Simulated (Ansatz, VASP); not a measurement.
## W: VASP beside Ansatz

Contents of INCAR:

```
SYSTEM = W
  ALGO = Normal
  EDIFF = 1E-6
  EDIFFG = -0.04
  ENCUT = 600
  GGA = PE
  IBRION = 2
  ISIF = 3
  ISMEAR = 0
  LASPH = .TRUE.
  LCHARG = .FALSE.
  LREAL = .FALSE.
  LWAVE = .FALSE.
  NELM = 80
  NSW = 90
  PREC = Accurate
  SIGMA = 0.1
```

Contents of KPOINTS:

```
k-points
0
G
  6 6 4
  0 0 0
```

POSCAR

```
W
1.0
    4.3302624000      0.0000000000      0.0000000000
   -2.1651312000      3.7501172435      0.0000000000
    0.0000000000      0.0000000000      5.0424256072
W
4
Direct
    0.0000000000      0.0000000000      0.7500000000
    0.0000000000      0.0000000000      0.2500000000
    0.3333333333      0.6666666667      0.7500000000
    0.6666666667      0.3333333333      0.2500000000
```

Input for Ansatz:

```yaml
crystal:
  lattice:
    - [4.3302624, 0.0, 0.0]
    - [-2.1651312, 3.7501172435, 0.0]
    - [0.0, 0.0, 5.0424256072]
  atoms:
    - { symbol: W, position: [0.0, 0.0, 0.75] }
    - { symbol: W, position: [0.0, 0.0, 0.25] }
    - { symbol: W, position: [0.3333333333, 0.6666666667, 0.75] }
    - { symbol: W, position: [0.6666666667, 0.3333333333, 0.25] }
basis:
  ecutwfc: 420
kpoints:
  mp_grid: { grid: [6, 6, 4] }
hamiltonian:
  xc: pbe
scf:
  occupations: { method: gaussian, width: 0.1 }
  lower_state_search: "off"
output:
  forces: true
  stress: true
  eigenvalues: true
relax:
  adjacent_minimum: "off"
  f_tol: 0.04
  max_steps: 70
  cell: { stress_tol: 0.4 }
```

Alike in both runs: task relaxation of cell and atoms; functional PBE; k mesh 6 × 6 × 4; occupations gaussian, width 0.1 eV; no spin polarisation.

|  | VASP | Ansatz |
| --- | --- | --- |
| version | VASP 6.6.1 | Ansatz 0.2.0 |
| potentials or method | VASP PAW PBE potentials, release 64 (W_sv) | scalar-relativistic, plane waves, PAW |
| plane-wave cutoff (eV) | 600 | 420 |
| valence electrons in the cell | 56 | 56 |

|  | VASP | Ansatz | Ansatz less VASP |
| --- | --- | --- | --- |
| gap on the k mesh at the Fermi level, each at its own relaxed structure (eV) | none | none | - |
| relaxed volume (Å³/atom) | 20.45 | 20.40 | -0.046 |
| relaxed cell length with the largest relative difference (Å) | 4.355 | 4.351 | -0.0035 |
| energy change over the relaxation (meV/atom) | -4 | -4 | +0.1 |

A gap of «none» marks a metal or a gap that the smearing closes.

The runs have no spin-orbit coupling, so splittings on W are missing.
